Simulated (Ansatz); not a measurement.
BeTe:

```
CELL_PARAMETERS angstrom
0.00000 2.77000 2.77000
2.77000 0.00000 2.77000
2.77000 2.77000 0.00000
ATOMIC_POSITIONS crystal
Te 0.75000 0.75000 0.75000
Be 0.00000 0.00000 0.00000
```

| Item | Value |
| --- | --- |
| Program | Ansatz 0.2.0 |
| Task | relaxation of cell and atoms |
| Functional | BLYP |
| Potentials or basis | Ansatz PAW |
| Cutoff | 420 eV (not typed: the program's choice for these potentials) |
| k mesh | 8 × 8 × 8 |
| Occupations | fermi-dirac, width 0.05 eV |
| Spin | no spin polarisation |

At the start: volume 21.25 Å³/atom.

Where does the relaxation end?

It ends after 5 steps and the volume is 23.76 Å³/atom (+11.8 %); space group F-43m (No. 216, to 0.05 Å).

Step by step:
| step | energy change (eV) | largest force (eV/Å) | volume (Å³) |
| --- | --- | --- | --- |
| 1 | 0.0000 | 0.0000 | 42.51 |
| 2 | -0.0942 | 0.0000 | 48.96 |
| 3 | -0.1007 | 0.0000 | 47.76 |
| 4 | -0.1009 | 0.0000 | 47.52 |
| 5 | -0.1018 | 0.0000 | 47.52 |

Final structure:
```
Te Be
1.0
     0.00000    2.87494    2.87494
     2.87494    0.00000    2.87494
     2.87494    2.87494    0.00000
Te Be
1 1
Cartesian
  4.3124 4.3124 4.3124
  0.0000 0.0000 0.0000
```

Caveat: the plane-wave basis is chosen anew once the cell has moved, so the energies of steps on either side of that aren't comparable; the volume moved by +12 % from the deposited cell, more than functionals usually miss; the PAW data sets come from PBE, with cores solved anew for the run's functional, which leaves a small shift of forces and pressure.
